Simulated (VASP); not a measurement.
# CdS: GW band gap, scheme by scheme

CdS, Pmmn (no. 59), 4 atoms in the cell. PBE, GW; PAW potentials Cd_GW, S_GW (PBE set).

| GW scheme | Iterations | Frequency points | Quasiparticle gap on the mesh (eV) | Gap of the starting point on the mesh (eV) | Quasiparticle gap at the zone centre (eV) | Starting gap at the zone centre (eV) | Correction of the gap between the band edges on the mesh (eV) | Time (s) |
|---|---|---|---|---|---|---|---|---|
| G0W0 low-scaling | 1 | 12 | 0.55 | 0.15 | 1.04 | 0.63 | 0.40 | 51 |
| G0W0 | 1 | 48 | 0.69 | 0.15 | 1.21 | 0.63 | 0.54 | 14 |
| evGW | 4 | 48 | 0.86 | 0.15 | 1.38 | 0.63 | 0.71 | 29 |
| QSGW | 5 | 48 | 1.57 | 0.15 | 2.10 | 0.63 | 1.42 | 68 |

Limits: the starting gap is close to zero, so the screening is too strong; the mesh is coarse: neither the gap nor the screening is converged.

## Input of the first row

INCAR.step1:
```
PREC = Accurate
ENCUT = 300
ISMEAR = 0
SIGMA = 0.05
LASPH = True
LREAL = False
GGA = PE
ALGO = Normal
EDIFF = 1E-8
NELM = 150
LWAVE = True
LCHARG = False
```

INCAR.step2, as INCAR.step1 but for:
```
- ALGO = Normal
- NELM = 150
+ ALGO = Exact
+ NELM = 1
+ ISTART = 1
+ NBANDS = 208
+ LOPTICS = True
```

INCAR.step3:
```
PREC = Accurate
ENCUT = 300
ISMEAR = 0
SIGMA = 0.05
LASPH = True
LREAL = False
GGA = PE
ALGO = G0W0R
NBANDS = 208
NBANDSGW = 22
ENCUTGW = 100
NOMEGA = 12
PRECFOCK = Fast
ISTART = 1
LWAVE = False
LCHARG = False
MAXMEM = 1800
LFOCKSTD = True
```

KPOINTS:
```
k-points
0
Gamma
  2 1 2
```

POSCAR:
```
CdS
1.0
    3.8984360000      0.0000000000      0.0000000000
    0.0000000000      5.5114920000      0.0000000000
    0.0000000000      0.0000000000      3.8981040000
Cd S
2 2
Direct
    0.0000000000      0.0000000000      0.7569740000
    0.5000000000      0.5000000000      0.2430260000
    0.0000000000      0.5000000000      0.7448370000
    0.5000000000      0.0000000000      0.2551630000
```

Commands (each step's output is kept before the next begins):
```
cat potpaw_PBE.64/Cd_GW/POTCAR potpaw_PBE.64/S_GW/POTCAR > POTCAR
cp INCAR.step1 INCAR
mpirun -np 4 vasp_std > vasp.out
cp INCAR.step2 INCAR
mpirun -np 4 vasp_std > vasp.out
cp INCAR.step3 INCAR
mpirun -np 4 vasp_std > vasp.out
```

Changes of the last row against the first:
```
(step 3)
- ALGO = G0W0R
- NBANDSGW = 22
- NOMEGA = 12
- MAXMEM = 1800
- LFOCKSTD = True
+ ALGO = QPGW
+ NBANDSGW = 28
+ NOMEGA = 48
+ NELMGW = 5
+ LOPTICS = True
+ LPEAD = True
```

VASP 6.6.1 took 51 s on 4 cores (Intel Xeon 6975P-C (Granite Rapids)), a shared host.
